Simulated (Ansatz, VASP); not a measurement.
## Two plane-wave programs on GaN

```xyz
2
Lattice="0.0000 2.1525 2.1525 2.1525 0.0000 2.1525 2.1525 2.1525 0.0000" Properties=species:S:1:pos:R:3 pbc="T T T"
Ga    0.0000    0.0000    0.0000
N     3.2287    3.2287    3.2287
```

Change from the starting cell: hydrostatic strain -4.3%.

Alike in both runs: task single point; functional r2SCAN; k mesh 10 × 10 × 10; no spin polarisation.

```csv
,VASP,Ansatz
version,VASP 6.6.1,Ansatz 0.2.0
potentials or method,"VASP PAW PBE potentials, release 64 (Ga_d, N)","plane waves, PAW"
plane-wave cutoff (eV),520,500
occupations,"gaussian, width 0.01 eV",fixed
valence electrons in the cell,18,18
```

```csv
,VASP,Ansatz,Ansatz less VASP
gap on the k mesh at the Fermi level (eV),3.03,3.05,+0.016
pressure (GPa),36.1,34.2,-1.82
```

Caveats: so large a pressure means that the cell lies far from this level's equilibrium, or that cutoff or potentials fall short (VASP); the potentials were made for another functional, which shifts forces and pressure (VASP).
